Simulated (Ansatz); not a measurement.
**Calculated 67Zn NMR of the central transition for ZnO**

Cell: an entry of the Crystallography Open Database (COD), its atoms then relaxed with PBE in this cell.

```cif
data_structure
_symmetry_space_group_name_H-M 'P 1'
_symmetry_Int_Tables_number 1
_cell_length_a 3.2494
_cell_length_b 3.2494
_cell_length_c 5.2038
_cell_angle_alpha 90.000
_cell_angle_beta 90.000
_cell_angle_gamma 120.000
_cell_volume 47.58
loop_
_atom_site_label
_atom_site_type_symbol
_atom_site_fract_x
_atom_site_fract_y
_atom_site_fract_z
_atom_site_occupancy
Zn1 Zn 0.33333 0.66667 0.00048 1
Zn2 Zn 0.66667 0.33333 0.50048 1
O3 O 0.33333 0.66667 0.38162 1
O4 O 0.66667 0.33333 0.88162 1
```

Atom numbers follow the list; atoms alike are taken as one site, whose name carries the number of the first.

All values are calculated (Ansatz; DFT, PBE, plane waves and PAW, scalar-relativistic, 420 eV cutoff, Γ-centred 11×11×6 k-points, Fermi–Dirac smearing 0.02 eV), not measured.

67Zn has I = 5/2 and Q = 122.0 mb (Pyykkö 2018); at 16.4 T its Larmor frequency is ν₀ = 43.8 MHz. Only the quadrupole interaction is simulated: positions count from each site's isotropic chemical shift, and J coupling is left out, as are shift anisotropy and dipolar coupling, which fast spinning averages.

Simulated pattern of one Zn site (fast magic-angle spinning, Gaussian broadening 0.02 kHz):

offset (kHz), height and a bar:
```
  -0.9121          0 
  -0.8907          0 
  -0.8693          3 #
  -0.8479          4 #
  -0.8264          4 #
  -0.8050          4 #
  -0.7836          5 #
  -0.7622          5 #
  -0.7407          5 #
  -0.7193          5 #
  -0.6979          5 #
  -0.6765          5 ##
  -0.6550          5 ##
  -0.6336          5 ##
  -0.6122          6 ##
  -0.5908          6 ##
  -0.5693          9 ###
  -0.5479         68 ####################
  -0.5265         69 #####################
  -0.5051         47 ##############
  -0.4836         40 ############
  -0.4622         36 ###########
  -0.4408         35 ##########
  -0.4194         32 ##########
  -0.3979         32 ##########
  -0.3765         32 #########
  -0.3551         31 #########
  -0.3337         31 #########
  -0.3122         32 ##########
  -0.2908         33 ##########
  -0.2694         34 ##########
  -0.2480         36 ###########
  -0.2265         39 ############
  -0.2051         42 #############
  -0.1837         49 ###############
  -0.1623         61 ##################
  -0.1408        100 ##############################
  -0.1194         66 ####################
  -0.0980          1 
  -0.0766          0
```

Question: Which |C_Q| and η does the pattern imply?

Answer: The pattern spans 0.750 kHz before broadening and its centre of gravity is at -0.350 kHz, which fixes P_Q; the places of the horns and steps fix η. That gives P_Q = 1.60 MHz, |C_Q| = 1.60 MHz and η = 0.00. The sign of C_Q can't be read from the pattern.

An axis of threefold or higher order runs through Zn, so V_zz lies along it and η is zero.

At this cell the principal stresses reach 5 GPa in size with PBE, which can matter for small gradients. With a gap of 0.8 eV on this mesh, small gradients can still move by 0.1 × 10²¹ V/m² or more as the k-mesh gets denser.
